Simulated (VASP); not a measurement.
# GaAs (110) against 6 partners, part 3 of 3

Wanted: valence and conduction offsets of ZnSe, GaP, InAs, InP, GaSb and Si on GaAs (110), and what a better gap does to them.

VASP 6.6.1, plane waves and PAW; the level of theory is named at each step.

So far. Step 7 (Bulk band edges, LDA): The run ends at a pressure of -4.88 GPa, with forces up to 1.6e-4 eV/Å.

## 10. Relax the interface, LDA

Superlattice of 12 atoms of GaAs and 12 of Si on the GaAs lattice. Atoms relax, and the height is moved while the normal stress exceeds 0.4 GPa, three times at most; a third move is not followed by a relaxation.

Level: LDA; plane waves and PAW (Ga_d, As, Si).

System, named by how it was started: GaAs/Si (110). The cell holds 24 atoms: 6 Ga, 6 As and 12 Si. Its edges and angles: a = 3.968 Å, b = 5.600 Å, c = 23.236 Å, α = 90.0°, β = 90.0°, γ = 90.0°. It derives from GaAs. Superlattice of 12 atoms of GaAs and 12 of Si on the GaAs lattice. The structure's axis is c.

Contents of INCAR:

```
SYSTEM = GaSi2As
PREC = Normal
ENCUT = 420
EDIFF = 1E-05
NELM = 120
ISMEAR = 0
SIGMA = 0.05
LREAL = Auto
ALGO = Fast
GGA = CA
NBANDS = 102
LORBIT = 11
LWAVE = .FALSE.
LCHARG = .FALSE.
KPAR = 2
NCORE = 4
IBRION = 2
NSW = 60
ISIF = 2
EDIFFG = -0.03
POTIM = 0.4
MAXMIX = 40
ISYM = 2
```

Contents of POSCAR:

```
GaSi2As
1.0
    3.9677337380      0.0000000000      0.0000000000
    0.0000000000      5.5997919110      0.0000000000
    0.0000000000      0.0000000000     23.2362809970
Ga As Si
6 6 12
Direct
    0.0000000000      0.0000000000      0.0000000000
    0.5000000000      0.5000000000      0.0853779860
    0.0000000000      0.0000000000      0.1707559720
    0.5000000000      0.5000000000      0.2561339570
    0.0000000000      0.0000000000      0.3415119430
    0.5000000000      0.5000000000      0.4268899290
    0.5000000000      0.2500000000      0.0000000000
    0.0000000000      0.7500000000      0.0853779860
    0.5000000000      0.2500000000      0.1707559720
    0.0000000000      0.7500000000      0.2561339570
    0.5000000000      0.2500000000      0.3415119430
    0.0000000000      0.7500000000      0.4268899290
    0.0000000000      0.0029231050      0.5112146490
    0.5000000000      0.2470768950      0.5112146490
    0.5000000000      0.5029231050      0.5921067750
    0.0000000000      0.7470768950      0.5921067750
    0.0000000000      0.0029231050      0.6729989010
    0.5000000000      0.2470768950      0.6729989010
    0.5000000000      0.5029231050      0.7538910280
    0.0000000000      0.7470768950      0.7538910280
    0.0000000000      0.0029231050      0.8347831540
    0.5000000000      0.2470768950      0.8347831540
    0.5000000000      0.5029231050      0.9156752800
    0.0000000000      0.7470768950      0.9156752800
```

Contents of KPOINTS:

```
Automatic mesh
0
Gamma
6 4 1
0 0 0
```

The projector-augmented-wave data sets are Ga_d, As and Si (LDA family, release 64).

Launch:

```sh
$ mpirun -np 8 vasp_std
```

The program printed:

```text
[banner, memory and clock lines left out]
running    8 mpi-ranks, on    1 nodes
[...]
LDA part: xc-table for (Slater(with rela. corr.)+CA(PZ))
 , standard interpolation
 POSCAR, INCAR and KPOINTS ok, starting setup
[...]
entering main loop
       N       E                     dE             d eps       ncg     rms          rms(c)
DAV:   1     0.124549391688E+04    0.12455E+04   -0.54368E+04  2528   0.154E+03
DAV:   2     0.106649422356E+03   -0.11388E+04   -0.10794E+04  2736   0.419E+02
DAV:   3    -0.111529088243E+03   -0.21818E+03   -0.20325E+03  2960   0.153E+02
DAV:   4    -0.130370355598E+03   -0.18841E+02   -0.18478E+02  3138   0.435E+01
[...]
RMM:  12    -0.128489505371E+03   -0.20204E-04   -0.79471E-04  3139   0.706E-02    0.286E-02
RMM:  13    -0.128489523250E+03   -0.17879E-04   -0.25238E-04  2755   0.415E-02    0.165E-02
RMM:  14    -0.128489526564E+03   -0.33143E-05   -0.83809E-05  2219   0.236E-02
   1 F= -.12848953E+03 E0= -.12848952E+03  d E =-.128490E+03
[... from here on, the cycles between the ionic steps are left out ...]
   2 F= -.12852804E+03 E0= -.12852804E+03  d E =-.385162E-01
   3 F= -.12853558E+03 E0= -.12853558E+03  d E =-.460552E-01
   5 F= -.12854543E+03 E0= -.12854543E+03  d E =-.974902E-02
   7 F= -.12855016E+03 E0= -.12855016E+03  d E =-.144826E-01
   9 F= -.12855855E+03 E0= -.12855854E+03  d E =-.625287E-02
  11 F= -.12856233E+03 E0= -.12856233E+03  d E =-.100375E-01
  13 F= -.12856968E+03 E0= -.12856968E+03  d E =-.735434E-02
  15 F= -.12857614E+03 E0= -.12857614E+03  d E =-.645971E-02
  17 F= -.12857639E+03 E0= -.12857639E+03  d E =-.670190E-02
  19 F= -.12857912E+03 E0= -.12857912E+03  d E =-.273697E-02
  21 F= -.12858268E+03 E0= -.12858268E+03  d E =-.356037E-02
  23 F= -.12858297E+03 E0= -.12858297E+03  d E =-.384936E-02
  25 F= -.12858421E+03 E0= -.12858420E+03  d E =-.123310E-02
  27 F= -.12858421E+03 E0= -.12858420E+03  d E =-.123254E-02
  28 F= -.12858478E+03 E0= -.12858477E+03  d E =-.571144E-03
 trial-energy change:   -0.000571  1 .order   -0.000500   -0.001047    0.000046
 step:   2.4146(harm=  2.3858)  dis= 0.00400  next Energy=  -128.584777 (dE=-0.572E-03)
 reached required accuracy - stopping structural energy minimisation
```

The job ended after 3.2 min (8 MPI ranks of Intel Xeon 6975P-C (Granite Rapids), shared host; peak memory 1.7 GiB; 26 min of CPU time).

OUTCAR, selected parts (step 10):

```text
  Total      -12.5432232    -10.8583941     -1.1211064      0.0000000      0.0000000      0.0000000
  in kB      -38.9259037    -33.6973037     -3.4791758      0.0000000      0.0000000      0.0000000
  external PRESSURE =     -25.3674611 kB  Pullay stress =       0.0000000 kB

 POSITION                                       TOTAL-FORCE (eV/Angst)
 -----------------------------------------------------------------------------------
      0.00000      5.59174     23.14984         0.000000      0.010239     -0.005355
      1.98387      2.87805      1.96260         0.000000     -0.005278     -0.001324
      0.00000      0.07217      3.97042         0.000000     -0.011936      0.010693
      1.98387      2.87207      5.94892         0.000000     -0.011936     -0.010693
      0.00000      0.07815      7.95673         0.000000     -0.005278      0.001324
      1.98387      2.79184     10.00578         0.000000      0.010239      0.005355
      1.98387      1.44646     23.20962         0.000000      0.013646      0.016868
      0.00000      4.28675      1.97428         0.000000     -0.000277      0.009178
      1.98387      1.47542      3.95479         0.000000      0.012498     -0.009022
      0.00000      4.27532      5.96454         0.000000      0.012498      0.009022
      1.98387      1.48686      7.94505         0.000000     -0.000277     -0.009178
      0.00000      4.24636      9.94600         0.000000      0.013646     -0.016868
      0.00000      5.59119     11.91597         0.000000     -0.004391     -0.019506
      1.98387      1.32666     11.89744         0.000000     -0.006384     -0.015021
[...]
-----------------------------------------------------------------------------------
    total drift:                               -0.000000     -0.013878     -0.001107

  FREE ENERGIE OF THE ION-ELECTRON SYSTEM (eV)
  ---------------------------------------------------
  free  energy   TOTEN  =      -128.5847764745 eV

  energy  without entropy=     -128.5847731186  energy(sigma->0) =     -128.58477480

[... 1 part as in an earlier step ...]

[... 3 further parts left out ...]
[key lines of the parts left out:]
E-fermi :   5.0184
```

Numbers from this step:

- energy(sigma→0) of the program: -128.5848 eV
- stress, compression positive: xx, yy, zz -3.89, -3.37, -0.35 GPa
- ionic steps: 28

## 11. Potential of the interface, LDA

The core potentials in the middle of each layer tie the two bulk scales together.

Level: LDA; plane waves and PAW (Ga_d, As, Si).

Contents of INCAR:

```
SYSTEM = GaSi2As
PREC = Accurate
ENCUT = 420
EDIFF = 1E-06
NELM = 120
ISMEAR = 0
SIGMA = 0.05
LREAL = .FALSE.
ALGO = Normal
GGA = CA
NBANDS = 130
LORBIT = 11
LWAVE = .FALSE.
LCHARG = .TRUE.
KPAR = 2
NCORE = 4
LVHAR = .TRUE.
NEDOS = 1500
```

Contents of POSCAR:

```
GaSi2As
1.0
    3.9677337380      0.0000000000      0.0000000000
    0.0000000000      5.5997919110      0.0000000000
    0.0000000000      0.0000000000     23.2362809970
Ga As Si
6 6 12
Direct
    0.0000000000      0.9985612948      0.9962797882
    0.5000000000      0.5139564621      0.0844628961
    0.0000000000      0.0128885790      0.1708714970
    0.5000000000      0.5128885790      0.2560184320
    0.0000000000      0.0139564621      0.3424270329
    0.5000000000      0.4985612948      0.4306101408
    0.5000000000      0.2583064033      0.9988524066
    0.0000000000      0.7655203191      0.0849654351
    0.5000000000      0.2634778054      0.1701990680
    0.0000000000      0.7634778054      0.2566908610
    0.5000000000      0.2655203191      0.3419244939
    0.0000000000      0.7583064033      0.4280375224
    0.0000000000      0.9984640677      0.5128173802
    0.5000000000      0.2369126320      0.5120201157
    0.5000000000      0.4911677494      0.5928300721
    0.0000000000      0.7333695017      0.5917703459
    0.0000000000      0.9918166224      0.6725067290
    0.5000000000      0.2355585630      0.6735490453
    0.5000000000      0.4918166224      0.7543832000
    0.0000000000      0.7355585630      0.7533408837
    0.0000000000      0.9911677494      0.8340598569
    0.5000000000      0.2333695017      0.8351195831
    0.5000000000      0.4984640677      0.9140725488
    0.0000000000      0.7369126320      0.9148698133
```

KPOINTS is that of step 10.

Launch:

```sh
$ mpirun -np 8 vasp_std
```

The program printed:

```text
[banner, memory and clock lines left out]
running    8 mpi-ranks, on    1 nodes
[...]
|                                                                             |
|               ----> ADVICE to this user running VASP <----                  |
|                                                                             |
|     You have a (more or less) 'large supercell' and for larger cells it     |
|     might be more efficient to use real-space projection operators.         |
|     Therefore, try LREAL= Auto in the INCAR file.                           |
|     Mind: For very accurate calculation, you might also keep the            |
|     reciprocal projection scheme (i.e. LREAL=.FALSE.).                      |
|                                                                             |

 LDA part: xc-table for (Slater(with rela. corr.)+CA(PZ))
 , standard interpolation
 POSCAR, INCAR and KPOINTS ok, starting setup
[...]
entering main loop
       N       E                     dE             d eps       ncg     rms          rms(c)
DAV:   1     0.115876447691E+04    0.11588E+04   -0.51769E+04  3272   0.121E+03
DAV:   2     0.105483882548E+03   -0.10533E+04   -0.94082E+03  3408   0.346E+02
DAV:   3    -0.113399283644E+03   -0.21888E+03   -0.20484E+03  3840   0.131E+02
DAV:   4    -0.130609233910E+03   -0.17210E+02   -0.16856E+02  4064   0.353E+01
[...]
DAV:  13    -0.128575459202E+03   -0.85461E-05   -0.90810E-05  3488   0.455E-02    0.106E-02
DAV:  14    -0.128575458942E+03    0.26018E-06   -0.20046E-05  4168   0.388E-02    0.374E-03
DAV:  15    -0.128575459419E+03   -0.47687E-06   -0.57798E-06  2672   0.130E-02
   1 F= -.12857546E+03 E0= -.12857546E+03  d E =-.330465E-05
```

Run time: 60 s. Hardware: 8 MPI ranks; peak memory 2.2 GiB.

From OUTCAR (step 11):

```text
  Total      -12.5236375    -10.7515548     -1.0466864      0.0000000      0.0000000      0.0000000
  in kB      -38.8651225    -33.3657451     -3.2482252      0.0000000      0.0000000      0.0000000
  external PRESSURE =     -25.1596976 kB  Pullay stress =       0.0000000 kB

 POSITION                                       TOTAL-FORCE (eV/Angst)
 -----------------------------------------------------------------------------------
      0.00000      5.59174     23.14984         0.000000      0.005580      0.001016
      1.98387      2.87805      1.96260         0.000000      0.001005     -0.003401
      0.00000      0.07217      3.97042         0.000000     -0.006938      0.009431
      1.98387      2.87207      5.94892         0.000000     -0.006938     -0.009431
      0.00000      0.07815      7.95673         0.000000      0.001005      0.003401
      1.98387      2.79184     10.00578         0.000000      0.005580     -0.001016
      1.98387      1.44646     23.20962         0.000000      0.004186      0.025826
      0.00000      4.28675      1.97428         0.000000      0.010556      0.008034
      1.98387      1.47542      3.95479         0.000000      0.010178     -0.015670
      0.00000      4.27532      5.96454         0.000000      0.010178      0.015670
      1.98387      1.48686      7.94505         0.000000      0.010556     -0.008034
      0.00000      4.24636      9.94600         0.000000      0.004186     -0.025826
      0.00000      5.59119     11.91597         0.000000     -0.012704     -0.010756
      1.98387      1.32666     11.89744         0.000000     -0.008542     -0.009685
[...]
-----------------------------------------------------------------------------------
    total drift:                                0.000000      0.000430     -0.000255

  FREE ENERGIE OF THE ION-ELECTRON SYSTEM (eV)
  ---------------------------------------------------
  free  energy   TOTEN  =      -128.5754594187 eV

  energy  without entropy=     -128.5754561140  energy(sigma->0) =     -128.57545777

[... 1 part as in an earlier step ...]

[... 2 further parts left out ...]
[key lines of the parts left out:]
E-fermi :   5.0183
```

Numbers from this step:

| Property | Result |
| --- | --- |
| energy(sigma→0) of the program | -128.5755 eV |
| stress, compression positive | xx, yy, zz -3.89, -3.34, -0.32 GPa |

The run ends at a pressure of -2.52 GPa, with forces up to 0.026 eV/Å.

## 12. All members

LASPH is off in runs at LDA and on in runs at HSE06.

Hybrid runs start from orbitals of a short LDA run, not shown.

Runs beyond LDA use the data sets made with LDA; this shifts their levels slightly, and their total energies have another zero.

The other members went through these steps as far as the tables show, with one cutoff; 60 runs are not shown. The session took 23 core hours (wall time by ranks) on a shared machine.

The session's own summary tied the other levels to the core potentials, which hold part of the functional; that shift, read from the bulk runs, is taken out again in the columns beyond the base level.

Line-up of core potentials from the interface at LDA; other levels change the bulk edges alone, each counted from the mean potential of its bulk cell. Gaps of the substrate: LDA 0.51 eV, HSE06 1.62 eV, HSE06 with spin-orbit coupling 1.51 eV.

| partner | atoms | mean in-plane stress of the strained partner, tension positive (GPa) | gap of the whole cell (eV) | largest spread of the line-up between elements of one side (eV) |
| --- | --- | --- | --- | --- |
| ZnSe | 24 | 0.8 | 0.56 | 0.01 |
| GaP | 24 | 7.1 | 0.79 | 0.01 |
| InAs | 24 | -7.5 | 0.22 | 0.01 |
| InP | 24 | -5.3 | 0.54 | 0.01 |
| GaSb | 24 | -7.1 | 0.00 | 0.04 |
| Si | 24 | 7.3 | 0.26 | 0.01 |

At LDA:

| partner | valence-band top of the partner above the substrate's, LDA (eV) | conduction-band bottom of the partner above the substrate's, LDA (eV) | gap of the strained partner, LDA (eV) |
| --- | --- | --- | --- |
| ZnSe | -0.72 | -0.02 | 1.20 |
| GaP | -0.13 | 0.25 | 0.89 |
| InAs |  |  | 0.00 |
| InP | 0.03 | 0.07 | 0.55 |
| GaSb |  |  | 0.00 |
| Si |  |  | 0.13 |

A blank entry does not apply, was not run or did not finish.

At HSE06:

| partner | valence-band top of the partner above the substrate's, HSE06 (eV) | conduction-band bottom of the partner above the substrate's, HSE06 (eV) | gap of the strained partner, HSE06 (eV) |
| --- | --- | --- | --- |
| ZnSe | -0.96 | 0.01 | 2.59 |
| GaP | -0.21 | 0.03 | 1.86 |
| InAs | 0.56 | -0.81 | 0.25 |
| InP | -0.03 | -0.08 | 1.57 |
| GaSb |  |  | 0.09 |
| Si | 0.12 | -0.65 | 0.85 |

At HSE06 with spin-orbit coupling:

| partner | valence-band top of the partner above the substrate's, HSE06 with spin-orbit coupling (eV) | conduction-band bottom of the partner above the substrate's, HSE06 with spin-orbit coupling (eV) | gap of the strained partner, HSE06 with spin-orbit coupling (eV) |
| --- | --- | --- | --- |
| ZnSe | -0.94 | 0.01 | 2.46 |
| GaP | -0.32 | 0.03 | 1.85 |
| InAs | 0.46 | -0.79 | 0.26 |
| InP | -0.13 | -0.08 | 1.56 |
| GaSb |  |  | 0.09 |
| Si | 0.01 | -0.65 | 0.85 |

## 13. Results

| Quantity | Value |
| --- | --- |
| ZnSe, HSE06 with spin-orbit coupling | valence -0.94 eV, conduction +0.01 eV |
| GaP, HSE06 with spin-orbit coupling | valence -0.32 eV, conduction +0.03 eV |
| InAs, HSE06 with spin-orbit coupling | valence +0.46 eV, conduction -0.79 eV |
| InP, HSE06 with spin-orbit coupling | valence -0.13 eV, conduction -0.08 eV |
| Si, HSE06 with spin-orbit coupling | valence +0.01 eV, conduction -0.65 eV |

**Reading.** For InAs and Si one side or both have under 0.15 eV of gap at LDA, the level of the run that fixes the line-up, which makes these offsets less sure. No offsets are given where the strained partner has under 0.15 eV of gap: InAs at LDA, GaSb at LDA, Si at LDA, GaSb at HSE06 and GaSb at HSE06 with spin-orbit coupling. ZnSe at HSE06 with spin-orbit coupling: one pair of edges is level within 0.05 eV. GaP at HSE06 with spin-orbit coupling: one pair of edges is level within 0.05 eV. InAs at HSE06 with spin-orbit coupling: its gap lies inside the substrate's (type I). InP at HSE06 with spin-orbit coupling: the edges are staggered (type II). Si at HSE06 with spin-orbit coupling: one pair of edges is level within 0.05 eV. GaSb is left out of the results: it has no offsets at this level. Going from LDA to HSE06 with spin-orbit coupling moves the valence offsets of ZnSe, GaP and InP by -0.22 to -0.16 eV. Offsets and overlaps of about 0.3 eV or less are within the errors that the gaps of this level can carry, so their sign, and the type with it, is not secure. GaP, InAs, InP, GaSb and Si are under more than 3 GPa of in-plane stress along one axis or both, more than a thick film would hold. Levels beyond the first ran on coarser meshes, which moves edges by some hundredths of an eV. The uneven mesh leaves the relaxed substrate 0.2 % off cubic. The bounds that sort cases in this text are picked. The interfaces are ideal and a few layers thick: no intermixing, defects or band bending. All crystals are in the zinc-blende or diamond form.

[Lines on the potential files, build, host, timing and source positions are cut from VASP's logs without a mark.]

[Logs are printed without paths, hosts, clocks, repeated set-up lines and the standing remarks that a program may print on its own settings, such as how far it seeks lower states.]

[Hosts, paths, dates, database ids (printed as entryN), source tags and the programs' standing remarks are cut or masked in the printed files.]

[In band tables of VASP the shares of atoms and orbitals are scaled to a sum of 1 inside the atoms' spheres.]
